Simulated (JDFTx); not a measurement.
# PbS under changes of volume

One of the cells (26.664 Å³/atom); the others are scaled copies at fixed shape and fractional positions:

```xyz
4
Lattice="2.0800 -5.9913 0.0000 2.0800 5.9913 0.0000 0.0000 0.0000 4.2793" Properties=species:S:1:pos:R:3 pbc="T T T"
Pb    2.0800    4.4268    1.0698
Pb    2.0800   -4.4268    3.2095
S     2.0800    1.7399    1.0698
S     2.0800   -1.7399    3.2095
```

Measurements of this composition are mostly on another form, of space group No. 225.

* Program: JDFTx 1.7.0 (patched build)
* Functional: PBEsol
* Potentials or basis: PseudoDojo-SR-PBEsol-0.4.1-standard with smoothed tails
* Cutoff: 762 eV
* Density cutoff: 6095 eV
* k mesh: 7 × 7 × 6
* Occupations: fermi-dirac, width 0.05 eV
* Spin: no spin polarisation

```csv
volume (Å³/atom),energy over the lowest point (meV/atom),pressure (GPa),gap on the mesh (eV),largest force (eV/Å)
25.064,?,?,?,?
25.597,0.00,0.5,1.05,0.259
26.130,0.31,-0.7,1.10,0.134
26.664,4.37,-1.7,1.15,0.053
27.197,11.77,-2.7,1.19,0.123
27.730,22.17,-3.5,1.22,0.234
28.263,35.24,-4.3,1.24,0.337
```

Question: What does the run at 25.064 Å³/atom give?

Answer: Energy over the lowest point 3.87 meV/atom; pressure 1.8 GPa; gap on the mesh 1.00 eV; largest force 0.405 eV/Å.

Worked out: A Birch-Murnaghan fit of order 3 (a polynomial in V^(-2/3)) to the other rows has its minimum at 25.82 Å³/atom with B0 = V·E''(V) = 58 GPa and B' = 4.4 at fixed shape and positions, which overstates the stiffness. It gives 3.88 meV/atom at 25.064 Å³/atom, against the run's 3.87, and -dE/dV = 1.8 GPa, against 1.8. A parabola through the other rows of the gap, of slope 3.28 eV per unit of ln V there, extrapolates to 0.98 eV, against the run's 1.00.

Energies are extrapolated to zero smearing.

Caveats: spin-orbit coupling is left out, which as a rule narrows the gap of such compounds by several tenths of an eV; an odd mesh through Γ misses points on the zone boundary, where band edges often lie.
